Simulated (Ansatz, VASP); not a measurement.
CaO in VASP and in Ansatz

```xyz
2
Lattice="0.0000 2.3148 2.4436 2.3148 0.0000 2.4436 2.3148 2.3148 0.0000" Properties=species:S:1:pos:R:3 pbc="T T T"
Ca    0.0000    0.0000    0.0000
O     2.3148    2.3148    2.4436
```

Change from the starting cell: epitaxial_xy strain -3.5%.

Alike in both runs: task single point; functional PBE; k mesh 10 × 10 × 10; occupations fermi-dirac, width 0.02 eV; no spin polarisation.

|  | VASP | Ansatz |
| --- | --- | --- |
| version | VASP 6.6.1 | Ansatz 0.2.0 |
| potentials or method | VASP PAW PBE potentials, release 64 (Ca_sv, O) | plane waves, PAW |
| plane-wave cutoff (eV) | 520 | 420 |
| valence electrons in the cell | 16 | 16 |

```csv
,VASP,Ansatz,Ansatz less VASP
gap on the k mesh at the Fermi level (eV),3.52,3.54,+0.025
pressure (GPa),10.7,9.9,-0.79
largest component of the traceless stress (GPa),7.50,7.20,-0.295
```

With one functional, cell and mesh, what is left measures potentials, basis and numerics.

A k mesh can miss the band edges.
